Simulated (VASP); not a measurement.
Wanted: the native input for a VASP 6.6.1 run.

```yaml
Task: single point
Functional: PBEsol
Potentials_or_basis: VASP PAW PBE potentials, release 64 (Mg)
Cutoff: 520 eV
k_mesh: 3 × 2 × 3
Occupations: fermi-dirac, width 0.1 eV
Spin: no spin polarisation
Dipole_correction: no
Further_INCAR_settings: ALGO = Fast; EDIFF = 1e-06; NBANDS = 25
```

The structure of Mg (a cell with a defect) lies in POSCAR:

```
Mg
1.0
    6.4200000000      0.0000000000      0.0000000000
   -4.8150000000      8.3398250000      0.0000000000
    0.0000000000      0.0000000000      5.2130400000
Mg
13
Direct
   -0.0609009726     -0.0458336956      0.1632993417
    0.2366466950      0.2795501105      0.3252133112
   -0.0643572435      0.3844416400      0.0531664825
    0.1937580258      0.5300800676      0.5839258859
   -0.0090645444      0.7054277518     -0.1115780811
    0.2386113409      0.8290097214      0.4041557325
    0.5472608390      0.0315276400      0.0175964504
    0.7155699242      0.2092172198      0.5329634916
    0.4883045208      0.3973507837     -0.1457044258
    0.7355227334      0.5558074660      0.3824469024
    0.4419768128      0.6688862176      0.0930418719
    0.6762415829      0.8388450597      0.6254124273
    0.1941400560      0.0609462429      0.7034116370
```

The cell was built by a generator and needn't be a form met in nature.

One way to write it, as run:

INCAR

```
PREC = Accurate
ENCUT = 520
EDIFF = 1E-6
ISMEAR = -1
SIGMA = 0.1
LREAL = F
LASPH = T
NELM = 100
ALGO = Fast
ISIF = 2
LWAVE = F
LCHARG = F
GGA = PS
NBANDS = 25
```

KPOINTS

```
regular mesh
0
Gamma
  3 2 3
```

Potentials or basis: VASP PAW PBE potentials, release 64 (Mg).

Launch:

```sh
$ cat potpaw_PBE.64/Mg/POTCAR > POTCAR
$ mpirun -np 1 vasp_std > vasp.out
```

It gave:

* Pressure: 4.3 GPa
* Largest force: 0.192 eV/Å
* Band gap on the k mesh: none (metal or under the smearing width)

Caveat: the k mesh is coarse (spacing up to 0.40 Å⁻¹), so the values aren't converged; the PAW data sets were made with another functional, which shifts forces and pressure a little.

Run time: 75 s on 1 thread of Intel(R) Xeon(R) Platinum 8488C (Sapphire Rapids) (shared host), peak memory 0.36 GiB.
